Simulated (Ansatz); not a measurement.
Input for Ansatz (plane-wave DFT, PAW):

```yaml
crystal:
  lattice:
    - [-4.2034115033, 0.0, 0.0]
    - [0.0, -5.9445215562, 0.0]
    - [0.0, 0.0, 12.6102345099]
  atoms:
    - { symbol: Ga, position: [0.0, 0.0, 0.0] }
    - { symbol: As, position: [1.0, 0.25, 0.1666666667] }
    - { symbol: Ga, position: [0.5, 0.5, 0.1666666667] }
    - { symbol: As, position: [0.5, 0.75, 0.0] }
    - { symbol: In, position: [1.0, 0.0, 0.3333333333] }
    - { symbol: As, position: [1.0, 0.25, 0.5] }
    - { symbol: In, position: [0.5, 0.5, 0.5] }
    - { symbol: As, position: [0.5, 0.75, 0.3333333333] }
    - { symbol: In, position: [1.0, 0.0, 0.6666666667] }
    - { symbol: As, position: [1.0, 0.25, 0.8333333333] }
    - { symbol: In, position: [0.5, 0.5, 0.8333333333] }
    - { symbol: As, position: [0.5, 0.75, 0.6666666667] }
basis:
  ecutwfc: 420
kpoints:
  mp_grid: { grid: [8, 6, 4] }
hamiltonian:
  xc: pbesol
scf:
  occupations: { method: gaussian, width: 0.1 }
output:
  forces: true
  stress: true
  eigenvalues: true
  populations: true
relax:
  adjacent_minimum: "off"
  f_tol: 0.01
  max_steps: 45
  cell: { stress_tol: 0.05 }
```

Launched with
```bash
ansatz run input.yaml --threads 2 --pin off --max-ram 5120MiB --backend cpu --events-out ev --progress --plain --runs-dir out
```

Theory: DFT PBEsol, scalar-relativistic, plane waves, PAW in Ansatz.

Abridged output (iterations and final results):

```
SCF iter   1: F=—  HF=-58468.478385 eV  |F-HF|=—  |Δ(HF+E_count)|=         —  Δρ=4.23e-3  dr2=9.04e-2  ethr=1.77e-3  ⟨swp⟩=6.0  Hψ=23277  notcnv=0  defer=15
SCF iter   2: F=—  HF=-58468.449867 eV  |F-HF|=—  |Δ(HF+E_count)|=   2.85e-2  Δρ=1.88e-3  dr2=1.82e-2  ethr=5.38e-5  ⟨swp⟩=2.6  Hψ=12064  notcnv=0  defer=31
SCF iter   3: F=—  HF=-58468.446311 eV  |F-HF|=—  |Δ(HF+E_count)|=   3.56e-3  Δρ=5.50e-4  dr2=2.12e-3  ethr=1.08e-5  ⟨swp⟩=2.0  Hψ=6812  notcnv=0  defer=31
SCF iter   4: F=—  HF=-58468.446501 eV  |F-HF|=—  |Δ(HF+E_count)|=   1.91e-4  Δρ=2.37e-4  dr2=3.89e-4  ethr=1.26e-6  ⟨swp⟩=2.0  Hψ=10435  notcnv=0  defer=31
SCF iter   5: F=—  HF=-58468.446649 eV  |F-HF|=—  |Δ(HF+E_count)|=   1.48e-4  Δρ=1.08e-4  dr2=5.68e-5  ethr=2.31e-7  ⟨swp⟩=2.0  Hψ=8693  notcnv=0  defer=31
SCF iter   6: F=—  HF=-58468.446657 eV  |F-HF|=—  |Δ(HF+E_count)|=   7.79e-6  Δρ=3.11e-5  dr2=2.62e-6  ethr=3.38e-8  ⟨swp⟩=2.0  Hψ=9865  notcnv=0  defer=31
SCF iter   7: F=—  HF=-58468.446662 eV  |F-HF|=—  |Δ(HF+E_count)|=   4.80e-6  Δρ=1.21e-5  dr2=6.14e-7  ethr=1.56e-9  ⟨swp⟩=2.0  Hψ=9865  notcnv=0  defer=31
SCF iter   8: F=-58468.446662 eV  HF=-58468.446662 eV  |F-HF|=2.39e-9  |Δ(HF+E_count)|=   1.80e-7  Δρ=3.89e-6  dr2=5.79e-8  ethr=5.95e-11  ⟨swp⟩=7.9  Hψ=28789  notcnv=0
SCF 1 converged in 8 iterations: F = -58468.446662 eV  dr2 = 5.79e-8
relax step   1: F+E_penalty+E_count = -58468.44666190 eV  Δ(F+E_penalty+E_count) = +0.000e0 eV  max|allowed force component| = 8.801e-1 eV/Å  Δτ_max = 0.0000 Å  P = +0.706 GPa  Ω = 315.095 Å³  (8 SCF iters, dr2 threshold 1.00e-7 eV, accepted)
Crystal: 12 atoms, lattice volume = 319.371 Å³
Basis set: ecut = 420 eV, 6223 PW (Γ), exchange–correlation on 60×80×180 points (8 copies of the dense FFT grid, shifted against one another)
Initial density: handed on by an earlier stage of this run
Initial wavefunctions: those handed on with the density
SCF iter   1: F=—  HF=-58468.875748 eV  |F-HF|=—  |Δ(HF+E_count)|=         —  Δρ=9.82e-3  dr2=1.81e-1  ethr=1.07e-4  ⟨swp⟩=1.6  Hψ=26605  notcnv=0
SCF iter   2: F=—  HF=-58468.840350 eV  |F-HF|=—  |Δ(HF+E_count)|=   3.54e-2  Δρ=4.98e-3  dr2=4.72e-2  ethr=1.07e-4  ⟨swp⟩=1.9  Hψ=6474  notcnv=0
SCF iter   3: F=—  HF=-58468.833766 eV  |F-HF|=—  |Δ(HF+E_count)|=   6.58e-3  Δρ=1.15e-3  dr2=1.15e-2  ethr=2.81e-5  ⟨swp⟩=2.1  Hψ=11323  notcnv=0
SCF iter   4: F=—  HF=-58468.832425 eV  |F-HF|=—  |Δ(HF+E_count)|=   1.34e-3  Δρ=3.01e-4  dr2=5.45e-4  ethr=6.84e-6  ⟨swp⟩=2.6  Hψ=9723  notcnv=0
SCF iter   5: F=—  HF=-58468.832414 eV  |F-HF|=—  |Δ(HF+E_count)|=   1.14e-5  Δρ=1.05e-4  dr2=4.18e-5  ethr=3.24e-7  ⟨swp⟩=2.0  Hψ=11073  notcnv=0
SCF iter   6: F=—  HF=-58468.832420 eV  |F-HF|=—  |Δ(HF+E_count)|=   6.39e-6  Δρ=4.35e-5  dr2=6.86e-6  ethr=2.49e-8  ⟨swp⟩=2.0  Hψ=11101  notcnv=0
SCF iter   7: F=-58468.832424 eV  HF=-58468.832424 eV  |F-HF|=2.55e-7  |Δ(HF+E_count)|=   3.60e-6  Δρ=1.68e-5  dr2=1.14e-6  ethr=7.14e-10  ⟨swp⟩=6.8  Hψ=27417  notcnv=0
SCF 2 converged in 7 iterations: F = -58468.832424 eV  dr2 = 1.14e-6
relax step   2: F+E_penalty+E_count = -58468.83242398 eV  Δ(F+E_penalty+E_count) = -3.858e-1 eV  max|allowed force component| = 1.562e-1 eV/Å  Δτ_max = 0.1988 Å  P = -0.796 GPa  Ω = 319.371 Å³  energy of the carried Pulay correction = -8.202e-4 eV  (7 SCF iters, dr2 threshold 1.20e-6 eV, accepted)
Crystal: 12 atoms, lattice volume = 315.474 Å³
Basis set: ecut = 420 eV, 6107 PW (Γ), exchange–correlation on 60×80×180 points (8 copies of the dense FFT grid, shifted against one another)
SCF iter   1: F=—  HF=-58468.858232 eV  |F-HF|=—  |Δ(HF+E_count)|=         —  Δρ=2.76e-3  dr2=1.34e-2  ethr=8.05e-6  ⟨swp⟩=2.0  Hψ=27576  notcnv=0
SCF iter   2: F=—  HF=-58468.855301 eV  |F-HF|=—  |Δ(HF+E_count)|=   2.93e-3  Δρ=1.36e-3  dr2=3.04e-3  ethr=8.00e-6  ⟨swp⟩=2.6  Hψ=8829  notcnv=0
SCF iter   3: F=—  HF=-58468.854818 eV  |F-HF|=—  |Δ(HF+E_count)|=   4.83e-4  Δρ=3.02e-4  dr2=7.76e-4  ethr=1.81e-6  ⟨swp⟩=2.0  Hψ=9295  notcnv=0
SCF iter   4: F=—  HF=-58468.854695 eV  |F-HF|=—  |Δ(HF+E_count)|=   1.23e-4  Δρ=9.08e-5  dr2=3.35e-5  ethr=4.62e-7  ⟨swp⟩=2.2  Hψ=9005  notcnv=0
SCF iter   5: F=—  HF=-58468.854699 eV  |F-HF|=—  |Δ(HF+E_count)|=   3.92e-6  Δρ=3.13e-5  dr2=3.53e-6  ethr=1.99e-8  ⟨swp⟩=2.0  Hψ=11099  notcnv=0
SCF iter   6: F=-58468.854698 eV  HF=-58468.854698 eV  |F-HF|=4.24e-7  |Δ(HF+E_count)|=   9.23e-7  Δρ=1.27e-5  dr2=6.44e-7  ethr=7.14e-10  ⟨swp⟩=6.7  Hψ=27303  notcnv=0
SCF 3 converged in 6 iterations: F = -58468.854698 eV  dr2 = 6.44e-7
relax step   3: F+E_penalty+E_count = -58468.85469833 eV  Δ(F+E_penalty+E_count) = -2.227e-2 eV  max|allowed force component| = 6.729e-2 eV/Å  Δτ_max = 0.0505 Å  P = -0.098 GPa  Ω = 315.474 Å³  energy of the carried Pulay correction = -7.304e-5 eV  (6 SCF iters, dr2 threshold 1.20e-6 eV, accepted)
Crystal: 12 atoms, lattice volume = 315.024 Å³
SCF iter   1: F=—  HF=-58468.857169 eV  |F-HF|=—  |Δ(HF+E_count)|=         —  Δρ=7.08e-4  dr2=9.74e-4  ethr=5.71e-7  ⟨swp⟩=3.5  Hψ=27401  notcnv=0
SCF iter   2: F=—  HF=-58468.856928 eV  |F-HF|=—  |Δ(HF+E_count)|=   2.41e-4  Δρ=3.52e-4  dr2=2.47e-4  ethr=5.71e-7  ⟨swp⟩=2.5  Hψ=8111  notcnv=0
SCF iter   3: F=—  HF=-58468.856831 eV  |F-HF|=—  |Δ(HF+E_count)|=   9.76e-5  Δρ=6.55e-5  dr2=3.10e-5  ethr=1.47e-7  ⟨swp⟩=2.6  Hψ=9693  notcnv=0
SCF iter   4: F=—  HF=-58468.856828 eV  |F-HF|=—  |Δ(HF+E_count)|=   2.92e-6  Δρ=1.87e-5  dr2=4.25e-6  ethr=1.84e-8  ⟨swp⟩=2.5  Hψ=8903  notcnv=0
SCF iter   5: F=-58468.856828 eV  HF=-58468.856828 eV  |F-HF|=3.21e-8  |Δ(HF+E_count)|=   2.89e-7  Δρ=7.31e-6  dr2=2.09e-7  ethr=1.68e-10  ⟨swp⟩=3.2  Hψ=24334  notcnv=0
SCF 4 converged in 5 iterations: F = -58468.856828 eV  dr2 = 2.09e-7
relax step   4: F+E_penalty+E_count = -58468.85682761 eV  Δ(F+E_penalty+E_count) = -2.129e-3 eV  max|allowed force component| = 1.108e-2 eV/Å  Δτ_max = 0.0146 Å  P = +0.009 GPa  Ω = 315.024 Å³  energy of the carried Pulay correction = +1.371e-5 eV  (5 SCF iters, dr2 threshold 2.83e-7 eV, accepted)
Crystal: 12 atoms, lattice volume = 315.063 Å³
SCF iter   1: F=—  HF=-58468.856916 eV  |F-HF|=—  |Δ(HF+E_count)|=         —  Δρ=2.20e-4  dr2=5.61e-5  ethr=3.25e-8  ⟨swp⟩=2.8  Hψ=24495  notcnv=0
SCF iter   2: F=—  HF=-58468.856908 eV  |F-HF|=—  |Δ(HF+E_count)|=   7.79e-6  Δρ=1.07e-4  dr2=1.16e-5  ethr=3.25e-8  ⟨swp⟩=2.0  Hψ=8581  notcnv=0
SCF iter   3: F=—  HF=-58468.856860 eV  |F-HF|=—  |Δ(HF+E_count)|=   4.80e-5  Δρ=1.28e-5  dr2=3.77e-7  ethr=6.90e-9  ⟨swp⟩=2.0  Hψ=9268  notcnv=0
SCF iter   4: F=—  HF=-58468.856861 eV  |F-HF|=—  |Δ(HF+E_count)|=   1.23e-7  Δρ=3.86e-6  dr2=6.62e-8  ethr=2.24e-10  ⟨swp⟩=2.0  Hψ=10501  notcnv=0
SCF iter   5: F=-58468.856861 eV  HF=-58468.856861 eV  |F-HF|=5.53e-10  |Δ(HF+E_count)|=   5.07e-8  Δρ=1.41e-6  dr2=6.12e-9  ethr=4.57e-12  ⟨swp⟩=3.1  Hψ=26723  notcnv=0
SCF 5 converged in 5 iterations: F = -58468.856861 eV  dr2 = 6.12e-9
relax step   5: F+E_penalty+E_count = -58468.85686051 eV  Δ(F+E_penalty+E_count) = -3.290e-5 eV  max|allowed force component| = 5.330e-3 eV/Å  Δτ_max = 0.0042 Å  P = +0.000 GPa  Ω = 315.063 Å³  energy of the carried Pulay correction = +6.154e-6 eV  (5 SCF iters, dr2 threshold 7.68e-9 eV, accepted)
Initial wavefunctions: pseudopotential atomic-orbital guess (no wavefunctions were taken with the density)
SCF iter   1: F=—  HF=-58468.856855 eV  |F-HF|=—  |Δ(HF+E_count)|=         —  Δρ=3.58e-5  dr2=9.80e-8  ethr=2.13e-7  ⟨swp⟩=2.4  Hψ=35416  notcnv=0
SCF iter   2: F=—  HF=-58468.856841 eV  |F-HF|=—  |Δ(HF+E_count)|=   1.38e-5  Δρ=1.81e-5  dr2=2.57e-8  ethr=5.84e-11  ⟨swp⟩=3.0  Hψ=13071  notcnv=0
SCF iter   3: F=—  HF=-58468.856852 eV  |F-HF|=—  |Δ(HF+E_count)|=   1.01e-5  Δρ=2.56e-6  dr2=4.20e-9  ethr=1.53e-11  ⟨swp⟩=2.0  Hψ=9262  notcnv=0
SCF iter   4: F=—  HF=-58468.856852 eV  |F-HF|=—  |Δ(HF+E_count)|=   1.59e-7  Δρ=2.21e-7  dr2=1.77e-10  ethr=2.50e-12  ⟨swp⟩=2.0  Hψ=9263  notcnv=0
SCF iter   5: F=-58468.856852 eV  HF=-58468.856852 eV  |F-HF|=2.26e-10  |Δ(HF+E_count)|=  1.46e-10  Δρ=1.33e-7  dr2=5.43e-11  ethr=1.00e-12  ⟨swp⟩=6.1  Hψ=23003  notcnv=0
SCF 6 converged in 5 iterations: F = -58468.856852 eV  dr2 = 5.43e-11
SCF converged after 5 iterations
Free energy (F): -58468.856852 eV
Harris-Foulkes:  -58468.856852 eV  (|F-HF|=2.26e-10)
Internal energy: -58468.855853 eV  (E = F + TS)
E sigma→0 (E₀):  -58468.856353 eV
Entropy (-TS):   -0.000998 eV (-0.083 meV/atom)
Fermi energy:    7.774338 eV
--- Per-component energies (eV) ---
  E_band       = -1919.182069
  E_kinetic    = 1825.310708
  E_local      = -21287.701906  (includes V_loc(G=0)·N_el)
  E_nonlocal   = -1683.646895
  E_hartree    = 10434.494326
  E_xc         = -1461.574055
  E_vxc        = -989.531974  (∫ρ·V_xc dr)
  E_paw        = -30996.378761  (= ΣΔE_a)
  E_vpaw       = -652.600764  (= ΣTr[D̂ρ^β])
  E_aug_tail   = -0.000074  (compensation charges beyond the density's cutoff)
  E_ewald      = -15307.827335
  E_core_change = 8.468138  (= ΣΔE_core)
  E_smearing   = -0.000998  (= −TS)
--- Forces (eV/Å), atoms counted from 1 ---
  atom   1  Ga     0.00000000    -0.00150581    -0.00531970
  atom   2  As     0.00000000     0.00017705     0.00119444
  atom   3  Ga     0.00000000    -0.00150581     0.00531970
  atom   4  As     0.00000000     0.00017705    -0.00119444
  atom   5  In     0.00000000     0.00329017    -0.00107949
  atom   6  As     0.00000000    -0.00027045     0.00185910
  atom   7  In     0.00000000     0.00107263     0.00087830
  atom   8  As     0.00000000    -0.00276375    -0.00219745
  atom   9  In     0.00000000     0.00107263    -0.00087830
  atom  10  As     0.00000000    -0.00276375     0.00219745
  atom  11  In     0.00000000     0.00329017     0.00107949
  atom  12  As     0.00000000    -0.00027045    -0.00185910
--- Stress (GPa, compression-positive) ---
        0.011735       0.000000       0.000000
        0.000000      -0.001501       0.000000
        0.000000       0.000000      -0.011428
  P = ⅓ Tr σ = -0.0004 GPa (-0.004 kbar)
--- Band table (eV; the first three rows and the last of 60) ---
  k-point 0: bands = ["-27.5091", "-27.5083", "-27.5078", "-27.5075", "-27.5032", "-27.5026", "-27.4969", "-27.4966", "-27.4958", "-27.4957", "-27.3714", "-27.3714", "-27.3686", "-27.3686", "-27.3662", "-27.3662", "-27.3598", "-27.3598", "-27.3581", "-27.3581", "-27.3240", "-27.3238", "-27.3229", "-27.3225", "-27.3156", "-27.3153", "-27.3128", "-27.3126", "-27.3085", "-27.3084", "-7.1714", "-7.1463", "-7.1299", "-7.0967", "-7.0916", "-7.0754", "-7.0527", "-7.0436", "-7.0403", "-7.0369", "-6.8325", "-6.7801", "-6.7159", "-6.6879", "-6.6694", "-6.6514", "-6.6401", "-6.6374", "-6.6196", "-6.6105", "-6.5884", "-6.5855", "-6.5676", "-6.5544", "-6.5450", "-6.5437", "-6.5369", "-6.5265", "-6.5223", ...
  k-point 1: bands = ["-27.5091", "-27.5083", "-27.5078", "-27.5075", "-27.5032", "-27.5026", "-27.4969", "-27.4966", "-27.4958", "-27.4957", "-27.3714", "-27.3714", "-27.3686", "-27.3686", "-27.3662", "-27.3662", "-27.3598", "-27.3598", "-27.3581", "-27.3581", "-27.3240", "-27.3238", "-27.3229", "-27.3225", "-27.3156", "-27.3153", "-27.3128", "-27.3126", "-27.3085", "-27.3084", "-7.1714", "-7.1464", "-7.1299", "-7.0967", "-7.0916", "-7.0754", "-7.0527", "-7.0436", "-7.0403", "-7.0369", "-6.8330", "-6.7795", "-6.7158", "-6.6862", "-6.6714", "-6.6514", "-6.6404", "-6.6374", "-6.6192", "-6.6105", "-6.5886", "-6.5855", "-6.5676", "-6.5545", "-6.5451", "-6.5436", "-6.5368", "-6.5265", "-6.5223", ...
  k-point 2: bands = ["-27.5091", "-27.5083", "-27.5078", "-27.5075", "-27.5032", "-27.5026", "-27.4969", "-27.4966", "-27.4958", "-27.4957", "-27.3714", "-27.3714", "-27.3686", "-27.3686", "-27.3662", "-27.3662", "-27.3598", "-27.3598", "-27.3581", "-27.3581", "-27.3240", "-27.3238", "-27.3229", "-27.3225", "-27.3156", "-27.3153", "-27.3128", "-27.3126", "-27.3085", "-27.3084", "-7.1714", "-7.1464", "-7.1299", "-7.0967", "-7.0916", "-7.0754", "-7.0527", "-7.0436", "-7.0403", "-7.0369", "-6.8334", "-6.7788", "-6.7157", "-6.6837", "-6.6742", "-6.6514", "-6.6407", "-6.6374", "-6.6188", "-6.6105", "-6.5889", "-6.5855", "-6.5676", "-6.5545", "-6.5452", "-6.5435", "-6.5367", "-6.5265", "-6.5222", ...
  k-point 59: bands = ["-27.5090", "-27.5090", "-27.5069", "-27.5069", "-27.5029", "-27.5029", "-27.4969", "-27.4969", "-27.4957", "-27.4957", "-27.3714", "-27.3714", "-27.3684", "-27.3684", "-27.3664", "-27.3664", "-27.3593", "-27.3593", "-27.3582", "-27.3582", "-27.3237", "-27.3237", "-27.3227", "-27.3227", "-27.3157", "-27.3157", "-27.3128", "-27.3128", "-27.3080", "-27.3080", "-7.1618", "-7.1618", "-7.1182", "-7.1182", "-7.0816", "-7.0816", "-7.0458", "-7.0458", "-7.0427", "-7.0427", "-6.8143", "-6.8143", "-6.7700", "-6.7700", "-6.6477", "-6.6477", "-6.6231", "-6.6231", "-6.6115", "-6.6115", "-6.5990", "-6.5990", "-6.5579", "-6.5579", "-6.5344", "-6.5344", "-6.5275", "-6.5275", "-6.5148" ...
--- Relaxed structure (5 steps of the walk, 5 accepted, 1 SCFs on fresh bases) ---
  F+E_penalty+E_count = -58468.85685171 eV   max|allowed force component| = 5.320e-3 eV/Å   (the final SCF, on the basis selected at the relaxed cell)
  cell:  # Å, volume = 315.0635 Å³
    - [-4.19656070, 0.0, 0.0]
    - [0.0, -5.93363135, 0.0]
    - [0.0, 0.0, 12.65272279]
  atoms:
    - { symbol: Ga, position: [0.0, 0.00534439, 0.00711091] }
    - { symbol: As, position: [1.0, 0.27340742, 0.15633570] }
    - { symbol: Ga, position: [0.5, 0.50534439, 0.15955575] }
    - { symbol: As, position: [0.5, 0.77340742, 0.01033096] }
    - { symbol: In, position: [1.0, 0.00075367, 0.32157542] }
    - { symbol: As, position: [1.0, 0.23681786, 0.49710730] }
    - { symbol: In, position: [0.5, 0.49725023, 0.49540542] }
    - { symbol: As, position: [0.5, 0.73642640, 0.32052735] }
    - { symbol: In, position: [1.0, -0.00274976, 0.67126123] }
    - { symbol: As, position: [1.0, 0.23642640, 0.84613931] }
    - { symbol: In, position: [0.5, 0.50075367, 0.84509124] }
    - { symbol: As, position: [0.5, 0.73681786, 0.66955936] }
--- Löwdin populations: 12 sites ---
  site symbol q [e]
     0     Ga     12.9523
     1     As     15.0623
     2     Ga     12.9523
     3     As     15.0623
     4     In     12.7341
     5     As     15.2346
     6     In     12.7309
     7     As     15.1742
     8     In     12.7309
     9     As     15.1742
    10     In     12.7341
    11     As     15.2346
  spilling = 0.001327 (of n_electrons = 168.000000)
```

The relaxation met its thresholds.

It took 13 min on 2 threads of Arm Neoverse V1, on a shared host, peak memory 1.6 GiB.